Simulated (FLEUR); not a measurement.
# Sn (I4/mmm) in FLEUR: further runs

The runs below take Sn through single point, with r2SCAN.

Everything below comes from runs of FLEUR MaX-R8.1 (later development tree). Logs are shortened: lines on timing, memory, paths and dates and some standing lists are left out, and cuts for length are marked.

## (1) The crystal as given

The structure is tetragonal, space group I4/mmm (No. 139). The conventional cell has a = 4.189 Å, b = 4.189 Å, c = 3.429 Å, α = 90.00°, β = 90.00°, γ = 90.00°. Sn (site symmetry 4/mmm) is surrounded by 10 Sn at 3.42 to 3.43 Å.

This isn't the form of Sn at room conditions, which is tetragonal (white tin).

## (2) Single point, r2SCAN

inp.xml reads:

```xml
<?xml version="1.0" encoding="UTF-8" standalone="no"?>
<fleurInput fleurInputVersion="0.39">
   <comment>
      Sn                                                                                                  
   </comment>
   <calculationSetup>
      <cutoffs Kmax="4.1" Gmax="12.7" GmaxXC="12.7" numbands="0"/>
      <scfLoop itmax="80" minDistance="0.0001" maxIterBroyd="30" imix="Anderson" alpha="0.05" precondParam="0.0" spinf="2.0" sdNocoIR="T"/>
      <coreElectrons ctail="F" frcor="F" kcrel="0" coretail_lmax="0"/>
      <xcFunctional name="LibXC" relativisticCorrections="F">
         <LibXCName exchange="mgga_x_r2scan" correlation="mgga_c_r2scan"/>
         <AuxGGA exchange="117" correlation="130"/>
      </xcFunctional>
      <magnetism jspins="1"/>
      <soc l_soc="F" theta="0.0" phi="0.0" spav="F"/>
      <expertModes spex="0" secvar="F"/>
      <geometryOptimization l_f="F" forcealpha="1.0" forcemix="BFGS" epsdisp="0.00001" epsforce="0.00001"/>
      <ldaU l_linMix="F" mixParam="0.05" spinf="1.0"/>
   </calculationSetup>
   <cell>
      <bzIntegration valenceElectrons="22.0" mode="hist" fermiSmearingEnergy="0.00183747">
         <kPointListSelection listName="default-1"/>
         <!-- k-points included here -->
         <xi:include xmlns:xi="http://www.w3.org/2001/XInclude" href="kpts.xml"> </xi:include>
      </bzIntegration>
      <!-- symmetry operations included here -->
      <xi:include xmlns:xi="http://www.w3.org/2001/XInclude" href="sym.xml"> </xi:include>
      <bulkLattice scale="1.0">
         <bravaisMatrix>
            <row-1>   -3.9583939676786248     3.9583939676786248     3.2396888574456599</row-1>
            <row-2>    3.9583939676786248    -3.9583939676786248     3.2396888574456599</row-2>
            <row-3>    3.9583939676786248     3.9583939676786248    -3.2396888574456599</row-3>
         </bravaisMatrix>
      </bulkLattice>
   </cell>
   <atomSpecies>
      <species name="Tin (Sn)" element="Sn" atomicNumber="50">
         <mtSphere radius="2.66" gridPoints="879" logIncrement="0.015"/>
         <atomicCutoffs lmax="10" lnonsphr="10"/>
         <electronConfig flipSpins="F">
            <coreConfig>(1s1/2) (2s1/2) (2p1/2) (2p3/2) (3s1/2) (3p1/2) (3p3/2) (3d3/2) (3d5/2)</coreConfig>
            <valenceConfig>(4s1/2) (4p1/2) (4p3/2) (5s1/2) (4d3/2) (4d5/2) (5p1/2) (5p3/2)</valenceConfig>
            <stateOccupation state="(5p1/2)" spinUp="0.333333" spinDown="0.333333"/>
            <stateOccupation state="(5p3/2)" spinUp="0.666667" spinDown="0.666667"/>
         </electronConfig>
         <energyParameters s="5" p="5" d="4" f="4"/>
         <lo type="SCLO" l="0" n="4" eDeriv="0"/>
         <lo type="SCLO" l="1" n="4" eDeriv="0"/>
         <lo type="SCLO" l="1" n="4" eDeriv="1"/>
         <lo type="SCLO" l="2" n="4" eDeriv="2"/>
         <lo type="SCLO" l="3" n="4" eDeriv="2"/>
      </species>
   </atomSpecies>
   <atomGroups>
      <atomGroup species="Tin (Sn)">
         <relPos label="                   1">.0000000000 .0000000000 .0000000000</relPos>
         <force calculate="T" relaxXYZ="TTT"/>
      </atomGroup>
   </atomGroups>
   <output dos="F" band="F" slice="F">
      <checks vchk="F" cdinf="F"/>
      <bandDOS minEnergy="-.5*Htr" maxEnergy="0.5*Htr" sigma="0.015" storeEVData="T"/>
      <vacuumDOS vacdos="F" integ="F" star="F" nstars="0" locx1="0.0" locy1="0.0" locx2="0.0" locy2="0.0" nstm="0" tworkf="0.0"/>
      <unfoldingBand unfoldBand="F" supercellX="1" supercellY="1" supercellZ="1"/>
      <plotting iplot="0" polar="F">
         <plot TwoD="T" vec1="  1.0  0.0  0.0" vec2="  0.0  1.0  0.0" vec3="  0.0  0.0  1.0" zero="  0.0  0.0  0.0" file="plot"/>
      </plotting>
      <chargeDensitySlicing numkpt="0" minEigenval="0.0" maxEigenval="0.0" nnne="0" pallst="F"/>
      <specialOutput eonly="F"/>
      <moessbauerParams electricFieldGradient="T" isomerShift="T" coreHyperfine="T" valenceHyperfine="T"/>
      <magneticCircularDichroism mcd="F" energyLo="-10.0" energyUp="0.0"/>
   </output>
  <!-- We include the file relax.xml here to enable relaxations (see documentation) -->
  <xi:include xmlns:xi="http://www.w3.org/2001/XInclude" href="relax.xml"> <xi:fallback/> </xi:include>
</fleurInput>
```

crystal.txt reads:

```
Sn
&input cartesian=F /
-2.0946918795  2.0946918795  1.7143695138
2.0946918795  -2.0946918795  1.7143695138
2.0946918795  2.0946918795  -1.7143695138
1.8897261246
1.0 1.0 1.0

1
50 0.0000000000  0.0000000000  0.0000000000

&kpt div1=10 div2=10 div3=10 gamma=T /
```

Potentials or basis: all-electron, FLAPW.

Launch:

```bash
$ inpgen -f crystal.txt -profile fastHighL
$ # inp.xml edited to the form shown
$ fleur_MPI
```

The log of the run:

```text
Welcome to FLEUR        (www.flapw.de)
      MaX-Release 8.1          (www.max-centre.eu)
 func_ids         498         497         498         497
 MetaGGA potential functional detected - V_tau will be computed
 Auxiliary Potential for radial basis: exchange=         117  correlation=         130
The functional 'Re-regularized SCAN exchange by Furness et al' is an exchange functional, it belongs to the 'MGGA' family and is defined in the reference(s):
[1] J. W. Furness, A. D. Kaplan, J. Ning, J. P. Perdew, and J. Sun.,  J. Phys. Chem. Lett. 11, 8208-8215 (2020)
[2] J. W. Furness, A. D. Kaplan, J. Ning, J. P. Perdew, and J. Sun.,  J. Phys. Chem. Lett. 11, 9248-9248 (2020)
The functional 'Re-regularized SCAN correlation by Furness et al' is a correlation functional, it belongs to the 'MGGA' family and is defined in the reference(s):
[1] J. W. Furness, A. D. Kaplan, J. Ning, J. P. Perdew, and J. Sun.,  J. Phys. Chem. Lett. 11, 8208-8215 (2020)
[2] J. W. Furness, A. D. Kaplan, J. Ning, J. P. Perdew, and J. Sun.,  J. Phys. Chem. Lett. 11, 9248-9248 (2020)
 Using same functional for VXC and EXC

 ========== k-point set info ==========
 Selected k-point list: default-1
 k-point list type: mesh
 10 x 10 x 10
 Number of k points: 102

 ------------Calculation Setup---------------------------
 Number of MPI-tasks      :            1
 Number of PE/node        :            1
 Number of OMP-threads    :            1
 Most efficient MPI parallelization for:
           1           2           3           6          17          34          51         102
 Additional eigenvalue parallelization possible
 Number of basis functions:          300
 Approximate size of matrices (H+S) per k-point:         0.001 GB
 --------------------------------------------------------
The functional 'Hammer, Hansen, and Norskov' is an exchange functional, it belongs to the 'GGA' family and is defined in the reference(s):
[1] B. Hammer, L. B. Hansen, and J. K. Nørskov.,  Phys. Rev. B 59, 7413 (1999)
The functional 'Perdew, Burke & Ernzerhof' is a correlation functional, it belongs to the 'GGA' family and is defined in the reference(s):
[1] J. P. Perdew, K. Burke, and M. Ernzerhof.,  Phys. Rev. Lett. 77, 3865 (1996)
[2] J. P. Perdew, K. Burke, and M. Ernzerhof.,  Phys. Rev. Lett. 78, 1396 (1997)
 Using same functional for VXC and EXC
 Using auxiliary GGA potential for the first iteration of MetaGGA calculation.
 Reset of history
 Reset of history
 Iteration:     1   Distance:      23.81057713 me/bohr^3
The functional 'Hammer, Hansen, and Norskov' is an exchange functional, it belongs to the 'GGA' family and is defined in the reference(s):
[1] B. Hammer, L. B. Hansen, and J. K. Nørskov.,  Phys. Rev. B 59, 7413 (1999)
The functional 'Perdew, Burke & Ernzerhof' is a correlation functional, it belongs to the 'GGA' family and is defined in the reference(s):
[1] J. P. Perdew, K. Burke, and M. Ernzerhof.,  Phys. Rev. Lett. 77, 3865 (1996)
[2] J. P. Perdew, K. Burke, and M. Ernzerhof.,  Phys. Rev. Lett. 78, 1396 (1997)
 Using same functional for VXC and EXC
 Iteration:     2   Distance:      22.51436384 me/bohr^3
The functional 'Hammer, Hansen, and Norskov' is an exchange functional, it belongs to the 'GGA' family and is defined in the reference(s):
[1] B. Hammer, L. B. Hansen, and J. K. Nørskov.,  Phys. Rev. B 59, 7413 (1999)
The functional 'Perdew, Burke & Ernzerhof' is a correlation functional, it belongs to the 'GGA' family and is defined in the reference(s):
[1] J. P. Perdew, K. Burke, and M. Ernzerhof.,  Phys. Rev. Lett. 77, 3865 (1996)
[2] J. P. Perdew, K. Burke, and M. Ernzerhof.,  Phys. Rev. Lett. 78, 1396 (1997)
 Using same functional for VXC and EXC
 Iteration:     3   Distance:      21.37494658 me/bohr^3
The functional 'Hammer, Hansen, and Norskov' is an exchange functional, it belongs to the 'GGA' family and is defined in the reference(s):
[1] B. Hammer, L. B. Hansen, and J. K. Nørskov.,  Phys. Rev. B 59, 7413 (1999)
The functional 'Perdew, Burke & Ernzerhof' is a correlation functional, it belongs to the 'GGA' family and is defined in the reference(s):
[1] J. P. Perdew, K. Burke, and M. Ernzerhof.,  Phys. Rev. Lett. 77, 3865 (1996)
[2] J. P. Perdew, K. Burke, and M. Ernzerhof.,  Phys. Rev. Lett. 78, 1396 (1997)
 Using same functional for VXC and EXC
 Iteration:     4   Distance:       0.56586880 me/bohr^3
The functional 'Hammer, Hansen, and Norskov' is an exchange functional, it belongs to the 'GGA' family and is defined in the reference(s):
[1] B. Hammer, L. B. Hansen, and J. K. Nørskov.,  Phys. Rev. B 59, 7413 (1999)
The functional 'Perdew, Burke & Ernzerhof' is a correlation functional, it belongs to the 'GGA' family and is defined in the reference(s):
[1] J. P. Perdew, K. Burke, and M. Ernzerhof.,  Phys. Rev. Lett. 77, 3865 (1996)
[2] J. P. Perdew, K. Burke, and M. Ernzerhof.,  Phys. Rev. Lett. 78, 1396 (1997)
 Using same functional for VXC and EXC
 Iteration:     5   Distance:       0.25943482 me/bohr^3
The functional 'Hammer, Hansen, and Norskov' is an exchange functional, it belongs to the 'GGA' family and is defined in the reference(s):
[1] B. Hammer, L. B. Hansen, and J. K. Nørskov.,  Phys. Rev. B 59, 7413 (1999)
The functional 'Perdew, Burke & Ernzerhof' is a correlation functional, it belongs to the 'GGA' family and is defined in the reference(s):
[1] J. P. Perdew, K. Burke, and M. Ernzerhof.,  Phys. Rev. Lett. 77, 3865 (1996)
[2] J. P. Perdew, K. Burke, and M. Ernzerhof.,  Phys. Rev. Lett. 78, 1396 (1997)
 Using same functional for VXC and EXC
 Iteration:     6   Distance:       0.25246449 me/bohr^3
The functional 'Hammer, Hansen, and Norskov' is an exchange functional, it belongs to the 'GGA' family and is defined in the reference(s):
[1] B. Hammer, L. B. Hansen, and J. K. Nørskov.,  Phys. Rev. B 59, 7413 (1999)
The functional 'Perdew, Burke & Ernzerhof' is a correlation functional, it belongs to the 'GGA' family and is defined in the reference(s):
[1] J. P. Perdew, K. Burke, and M. Ernzerhof.,  Phys. Rev. Lett. 77, 3865 (1996)
[2] J. P. Perdew, K. Burke, and M. Ernzerhof.,  Phys. Rev. Lett. 78, 1396 (1997)
 Using same functional for VXC and EXC
[... 26 lines left out ...]
[2] J. P. Perdew, K. Burke, and M. Ernzerhof.,  Phys. Rev. Lett. 78, 1396 (1997)
 Using same functional for VXC and EXC
 Iteration:    11   Distance:       0.00201212 me/bohr^3
The functional 'Hammer, Hansen, and Norskov' is an exchange functional, it belongs to the 'GGA' family and is defined in the reference(s):
[1] B. Hammer, L. B. Hansen, and J. K. Nørskov.,  Phys. Rev. B 59, 7413 (1999)
The functional 'Perdew, Burke & Ernzerhof' is a correlation functional, it belongs to the 'GGA' family and is defined in the reference(s):
[1] J. P. Perdew, K. Burke, and M. Ernzerhof.,  Phys. Rev. Lett. 77, 3865 (1996)
[2] J. P. Perdew, K. Burke, and M. Ernzerhof.,  Phys. Rev. Lett. 78, 1396 (1997)
 Using same functional for VXC and EXC
 Iteration:    12   Distance:       0.00198848 me/bohr^3
The functional 'Hammer, Hansen, and Norskov' is an exchange functional, it belongs to the 'GGA' family and is defined in the reference(s):
[1] B. Hammer, L. B. Hansen, and J. K. Nørskov.,  Phys. Rev. B 59, 7413 (1999)
The functional 'Perdew, Burke & Ernzerhof' is a correlation functional, it belongs to the 'GGA' family and is defined in the reference(s):
[1] J. P. Perdew, K. Burke, and M. Ernzerhof.,  Phys. Rev. Lett. 77, 3865 (1996)
[2] J. P. Perdew, K. Burke, and M. Ernzerhof.,  Phys. Rev. Lett. 78, 1396 (1997)
 Using same functional for VXC and EXC
 Iteration:    13   Distance:       0.00038333 me/bohr^3
The functional 'Hammer, Hansen, and Norskov' is an exchange functional, it belongs to the 'GGA' family and is defined in the reference(s):
[1] B. Hammer, L. B. Hansen, and J. K. Nørskov.,  Phys. Rev. B 59, 7413 (1999)
The functional 'Perdew, Burke & Ernzerhof' is a correlation functional, it belongs to the 'GGA' family and is defined in the reference(s):
[1] J. P. Perdew, K. Burke, and M. Ernzerhof.,  Phys. Rev. Lett. 77, 3865 (1996)
[2] J. P. Perdew, K. Burke, and M. Ernzerhof.,  Phys. Rev. Lett. 78, 1396 (1997)
 Using same functional for VXC and EXC
 Iteration:    14   Distance:       0.00011481 me/bohr^3
The functional 'Hammer, Hansen, and Norskov' is an exchange functional, it belongs to the 'GGA' family and is defined in the reference(s):
[1] B. Hammer, L. B. Hansen, and J. K. Nørskov.,  Phys. Rev. B 59, 7413 (1999)
The functional 'Perdew, Burke & Ernzerhof' is a correlation functional, it belongs to the 'GGA' family and is defined in the reference(s):
[1] J. P. Perdew, K. Burke, and M. Ernzerhof.,  Phys. Rev. Lett. 77, 3865 (1996)
[2] J. P. Perdew, K. Burke, and M. Ernzerhof.,  Phys. Rev. Lett. 78, 1396 (1997)
 Using same functional for VXC and EXC
 Iteration:    15   Distance:       0.00002488 me/bohr^3

 ********************************************************************
 Run finished successfully
 Stop message:
   all done
 ********************************************************************
```

Wall time 45 s (1 thread of Arm Neoverse V2, shared host); peak memory 0.09 GiB.

Results:

```
Free energy                                           : -168143.4822 eV
Band gap on the k mesh                                : none (metal or under the smearing width)
Valence electrons inside the program's atomic spheres : Sn 20.11 (radii Sn 2.66 bohr)
```

Core levels (eV from the Fermi level):
| atom | levels |
| --- | --- |
| 1 Sn | 1s1/2 -28992.9, 2s1/2 -4372.0, 2p1/2 -4082.9, 2p3/2 -3852.3, 3s1/2 -840.2, 3p1/2 -722.9, 3p3/2 -680.8, 3d3/2 -473.7, 3d5/2 -465.0 |

Caveat: the meta-GGA is that of a development version, with a GGA for the radial functions and cores and without core tails.

## (3) Single point, r2SCAN

This run uses another cell than the first one, of 28.72 Å³/atom, 0.955 times its volume.

inp.xml: that of step 2 with these lines changed.

```diff
@@ -29,5 +29,5 @@
          <bravaisMatrix>
-            <row-1>   -3.9583939676786248     3.9583939676786248     3.2396888574456599</row-1>
-            <row-2>    3.9583939676786248    -3.9583939676786248     3.2396888574456599</row-2>
-            <row-3>    3.9583939676786248     3.9583939676786248    -3.2396888574456599</row-3>
+            <row-1>   -3.8974859122380661     3.8974859122380661     3.1898395626231819</row-1>
+            <row-2>    3.8974859122380661    -3.8974859122380661     3.1898395626231819</row-2>
+            <row-3>    3.8974859122380661     3.8974859122380661    -3.1898395626231819</row-3>
          </bravaisMatrix>
```

crystal.txt reads:

```
Sn
&input cartesian=F /
-2.0624607246  2.0624607246  1.6879904030
2.0624607246  -2.0624607246  1.6879904030
2.0624607246  2.0624607246  -1.6879904030
1.8897261246
1.0 1.0 1.0

1
50 0.0000000000  0.0000000000  0.0000000000

&kpt div1=10 div2=10 div3=10 gamma=T /
```

Potentials or basis: all-electron, FLAPW.

Launch:

```bash
$ inpgen -f crystal.txt -profile fastHighL
$ # inp.xml edited to the form shown
$ fleur_MPI
```

Wall time 33 s (1 thread of Arm Neoverse V2, shared host); peak memory 0.09 GiB.

The run converged. Its results:

| Quantity | Value |
| --- | --- |
| Free energy | -168143.5109 eV |
| Band gap on the k mesh | none (metal or under the smearing width) |
| Valence electrons inside the program's atomic spheres | Sn 20.14 (radii Sn 2.66 bohr) |

Levels at points of the mesh, in eV from the Fermi level:
```
           k point  band 8  band 9  band 10  band 11  band 12  band 13  band 14  band 15
(0.00, 0.00, 0.00)  -22.19  -22.08   -11.22     6.86     6.86     9.40    10.46    12.08
(0.00, 0.00, 0.50)  -22.13  -22.04    -7.46    -4.63     5.86     7.90    10.71    11.35
(0.00, 0.50, 0.00)  -22.06  -22.04    -5.90    -4.16     3.07     4.54     7.61     7.64
(0.50, 0.50, 0.50)  -22.06  -22.03    -3.52    -1.62    -1.62     2.61     3.57     6.40
```

Core levels (eV from the Fermi level):
| atom | levels |
| --- | --- |
| 1 Sn | 1s1/2 -28992.8, 2s1/2 -4371.9, 2p1/2 -4082.9, 2p3/2 -3852.2, 3s1/2 -840.2, 3p1/2 -722.9, 3p3/2 -680.7, 3d3/2 -473.7, 3d5/2 -465.0 |

Caveat: the meta-GGA is that of a development version, with a GGA for the radial functions and cores and without core tails.

(Part 1 of 2 ends here.)
